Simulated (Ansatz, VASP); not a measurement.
## C in VASP and in Ansatz

```xyz
2
Lattice="0.0000 1.7658 1.7658 1.7658 0.0000 1.7658 1.7658 1.7658 0.0000" Properties=species:S:1:pos:R:3 pbc="T T T"
C     1.7658    1.7658    1.7658
C     2.6486    2.6486    2.6486
```

Alike in both runs: functional LDA; k mesh 12 × 12 × 12; occupations gaussian, width 0.02 eV; no spin polarisation.

Ansatz relaxed the structure, and its values are those at the end. VASP's run is a single point on that final structure, the one shown.

```csv
,VASP,Ansatz
version,VASP 6.6.1,Ansatz 0.2.0
potentials or method,"VASP PAW LDA potentials, release 64 (C)","scalar-relativistic, plane waves, PAW"
plane-wave cutoff (eV),520,600
valence electrons in the cell,8,8
```

|  | VASP | Ansatz | Ansatz less VASP |
| --- | --- | --- | --- |
| gap on the k mesh at the Fermi level (eV) | 4.20 | 4.21 | +0.008 |
| least direct gap on the mesh (eV) | 5.63 | 5.63 | -0.001 |
| pressure (GPa) | 1.7 | 0.0 | -1.71 |

Ansatz warned: «pseudo_functional_mismatch».
